**Q:** I have the PBE bands of cubic HfO2. To get G0W0 levels, may I simply lift all the empty bands by one amount?

**A:** The states below let you judge. At each k point v1 is the highest filled band and c1 the lowest empty one, with v2 and c2 next to them; the fractions b and c are the last two of the point's three coordinates. The first is zero for every state listed, which makes (0, 0) Γ. Kohn–Sham and quasiparticle levels are each counted from their own valence top. The quantity to watch is the shift, the quasiparticle level less the Kohn–Sham level.

One-shot G0W0 on PBE for cubic HfO2 (Fm-3m, a = 5.058 Å, relaxed with r2SCAN), run in Ansatz 0.2.0 with plane waves and PAW. The calculation uses a 420 eV wave cutoff, a 100 eV screening cutoff, 73 empty bands and a 6×6×6 k mesh. Kohn–Sham and quasiparticle levels are each counted from their own valence top on that mesh; correlation is taken at the quasiparticle level.

| band | b (fraction of the reciprocal vector) | c (fraction of the reciprocal vector) | kohn sham level (eV) | quasiparticle level (eV) | exchange less vxc (eV) | correlation (eV) |
| --- | --- | --- | --- | --- | --- | --- |
| v2 | 0 | 0 | -0.620 | -0.720 | -5.189 | 4.701 |
| v1 | 0 | 0 | -0.620 | -0.720 | -5.189 | 4.701 |
| c1 | 0 | 0 | 3.897 | 5.238 | 5.899 | -4.946 |
| c2 | 0 | 0 | 3.897 | 5.238 | 5.899 | -4.946 |
| v2 | 0 | 0.1667 | -1.086 | -1.235 | -5.090 | 4.552 |
| v1 | 0 | 0.1667 | -1.086 | -1.235 | -5.090 | 4.552 |
| c1 | 0 | 0.1667 | 4.354 | 5.760 | 5.850 | -4.833 |
| c2 | 0 | 0.1667 | 4.354 | 5.760 | 5.850 | -4.833 |
| v2 | 0 | -0.5000 | -1.847 | -2.093 | -5.614 | 4.980 |
| v1 | 0 | -0.5000 | -1.847 | -2.093 | -5.614 | 4.980 |
| c1 | 0 | -0.5000 | 4.633 | 6.066 | 6.170 | -5.125 |
| c2 | 0 | -0.5000 | 4.633 | 6.066 | 6.170 | -5.125 |
| v2 | 0.1667 | 0.1667 | -0.610 | -0.690 | -5.195 | 4.727 |
| v1 | 0.1667 | 0.1667 | -0.610 | -0.690 | -5.195 | 4.727 |
| c1 | 0.1667 | 0.1667 | 4.246 | 5.623 | 6.088 | -5.099 |
| c2 | 0.1667 | 0.1667 | 4.473 | 5.889 | 5.818 | -4.790 |
| v2 | 0.1667 | 0.3333 | -1.146 | -1.274 | -5.195 | 4.679 |
| v1 | 0.1667 | 0.3333 | -1.014 | -1.137 | -5.263 | 4.751 |
| c1 | 0.1667 | 0.3333 | ? | ? | ? | ? |
| c2 | 0.1667 | 0.3333 | ? | ? | ? | ? |
| v2 | 0.1667 | -0.1667 | -2.071 | -2.331 | -5.185 | 4.537 |
| v1 | 0.1667 | -0.1667 | -0.604 | -0.670 | -5.193 | 4.738 |
| c1 | 0.1667 | -0.1667 | 4.386 | 5.781 | 6.020 | -5.013 |
| c2 | 0.1667 | -0.1667 | 4.951 | 6.440 | 5.902 | -4.802 |

**Q:** At Γ, c1 rises by 1.34 eV. But c2 at (0.1667, -0.1667) rises by 1.49 eV.

**A:** And that second state started about 1 eV higher. The filled states sink, on the whole more strongly the deeper they lie. So the correction does two things: it pushes filled and empty bands apart, and it stretches each group away from the gap. A single lift, often called a scissor, contains only the first.

**Q:** What pushes them apart?

**A:** PBE gives filled and empty states the same local potential. Exact exchange distinguishes them: it binds a filled state strongly, because that state belongs to the very electrons it exchanges with, and an empty state much less. The column "exchange less vxc" holds this replacement of the PBE potential by exact exchange. At Γ it alone would open the gap by 11.09 eV.

**Q:** That is far more than the gap grows.

**A:** Because the other electrons respond. Around an added electron or a hole they polarise, which makes either one cheaper to create. This lowers the empty levels and raises the filled ones, and it is the main content of the column "correlation". At Γ it takes back 9.65 eV, leaving $11.09-9.65=1.44$ eV of opening.

**Q:** And the stretch? Is that exchange too?

**A:** Not by itself. Compare v1 and v2 at (0.1667, -0.1667): their exchange terms agree within 0.01 eV, yet correlation raises the deeper v2 by 0.20 eV less. The two empty states you picked behave alike: nearly equal exchange terms, but correlation pulls the higher one down by 0.14 eV less. In both pairs, the state farther from the gap gets less of its exchange shift cancelled. Other pairs divide the work differently: v1 at (0, -0.5) has an exchange term 0.43 eV more negative than v1 at Γ, and correlation takes back only 0.28 eV of that, so there exchange carries the stretch. Only the sum of the two parts follows the level closely.

**Q:** In those first two pairs, why should the farther state get less?

**A:** Not because of its energy alone. For a fixed orbital near the gap, the correlation term falls as the energy at which it is taken rises; the renormalisation factors of this run, 0.77 to 0.82 and not shown in the table, put that fall at 0.2 to 0.3 eV per eV. That would lower the high empty states more and raise the deep filled ones more, squeezing each group together. In these pairs the difference must therefore come from the orbitals themselves: where each has its density, and how it overlaps with the filled states. Which of these matters most, the table can't tell. But bare exchange and screening act on the same orbital, so I expect much of what differs between orbitals in one term to be undone in the other.

**Q:** Then predict something. The Kohn–Sham levels of c1 and c2 at (0.1667, 0.3333) are 4.674 and 4.711 eV. What are their quasiparticle levels?

**A:** I use a straight line in the Kohn–Sham level, counted from the valence top for filled states and from c1 at Γ, the lowest one listed, for empty states. Both groups share one slope, with a step between them. Fitted to the 15 known rows, symmetry partners counted once, it gives for empty states

$$\text{shift} = 1.34\ \text{eV} + 0.13\,d,$$

where $d$ is the Kohn–Sham level less that of c1 at Γ. My forecasts are:

- Both states rise, c2 at least as much as c1.
- The quasiparticle levels are 6.115 eV for c1 and 6.157 eV for c2, each to within 0.03 eV, about twice the line's typical miss for a known row left out of the fit.
- Exchange less vxc lies between 5.8 and 6.2 eV, and correlation between -5.2 and -4.7 eV.

**Q:** Here are the results.

The withheld rows as computed:

| band | b (fraction of the reciprocal vector) | c (fraction of the reciprocal vector) | kohn sham level (eV) | quasiparticle level (eV) | exchange less vxc (eV) | correlation (eV) |
| --- | --- | --- | --- | --- | --- | --- |
| c1 | 0.1667 | 0.3333 | 4.674 | 6.105 | 6.251 | -5.209 |
| c2 | 0.1667 | 0.3333 | 4.711 | 6.149 | 5.763 | -4.713 |

**A:** Take c1, which was not in the fit. It lies 0.78 eV above c1 at Γ, so the shift should be $1.34+0.13\times0.78=1.44$ eV. The calculation gives 1.43 eV. For c2 the line is also about 0.01 eV too high.

**Q:** So all your forecasts held?

**A:** Those for the shifts and levels did, though c2 outdoes c1 by less than 0.01 eV, which is hardly a test. Three of the four for the separate parts failed: exchange less vxc lies above my range for c1 and below it for c2, and the correlation of c1 is just beyond its range; only the correlation of c2 fell inside. I had allowed the parts too little spread. Between c1 and c2 each part changes by about half an eV, but in opposite directions, so their sum hardly changes and the shifts still came out right. A scissor set to the mean known shift would have been 0.02 and 0.03 eV too low, so these two states favour the line only mildly. The stronger case against the scissor is the pair you noticed first.

**Q:** Where does the line fail?

**A:** Where energy isn't the whole story. The v1 states at Γ and at (0.1667, -0.1667) start within 0.02 eV of each other, yet their shifts differ by 0.03 eV. The line does worse at the zone-boundary point X, which isn't in the table but holds the lowest empty state of the whole mesh. The calculation shifts that state by 1.27 eV, while the line gives 1.33 eV. That miss is about twice my error bar and larger than any in the output below. The scissor set to the mean does worse there, missing by 0.14 eV, and one set to the gap at X, the usual choice, would leave the two withheld states about 0.16 eV too low.

**Q:** How far can I trust these shifts?

**A:** The step is probably uncertain by far more than the line's misses. The run is short of the basis limit, and I have no convergence series to say by how much. In the data makers' tests on other systems, G0W0 gaps computed this way fell short by 6 to 9 % in the median; the same share here would be a few tenths of an eV. Spin-orbit coupling is left out as well. My 0.03 eV was meant for states like those listed, in this calculation, not for the band edge at X or a measured gap.

Printed output of the fit:

```
fit of shift on 15 rows (~twin): constant 0.001728 +/- 0.0085, coefficient of depth 0.1296 +/- 0.0067, coefficient of step 1.339 +/- 0.012; rms 0.0101, worst v2 0.0214, leave-one-out rms 0.0126
  rows outside the fit (model, value, miss): v1 -0.0786, -0.1, 0.0214; c2 1.34, 1.341, -0.00062; v1 -0.139, -0.149, 0.01; c2 1.4, 1.406, -0.00641; v1 -0.2376, -0.246, 0.00842; c2 1.436, 1.433, 0.00274; v1 -0.07731, -0.08, 0.00269; c1 1.441, 1.431, 0.0101; c2 1.446, 1.438, 0.00785
smallest shift of known empty states, eV: 1.341
largest shift of known empty states, eV: 1.489
weakest shift of filled states, eV: -0.066
strongest shift of filled states, eV: -0.26
slope of shift with level, empty states alone, eV per eV: 0.1404
slope of shift with level, filled states alone, eV per eV: 0.1265
direct gap at Gamma, Kohn-Sham, eV: 4.517
direct gap at Gamma, quasiparticle, eV: 5.958
exchange less vxc in the opening of the Gamma gap, eV: 11.09
correlation in the opening of the Gamma gap, eV: -9.647
spread of exchange less vxc, known empty states, eV: 0.352
spread of correlation, known empty states, eV: 0.335
v2 less v1 at (0.1667, -0.1667), exchange less vxc, eV: 0.008
v2 less v1 at (0.1667, -0.1667), correlation, eV: -0.201
twice the leave-one-out rms of the stretched line, eV: 0.02529
predicted quasiparticle level of withheld c1, eV: 6.115
predicted quasiparticle level of withheld c2, eV: 6.157
rigid scissor, mean shift of known empty states, eV: 1.408
scissor less computed shift, withheld c1, eV: -0.02286
scissor less computed shift, withheld c2, eV: -0.02986
```
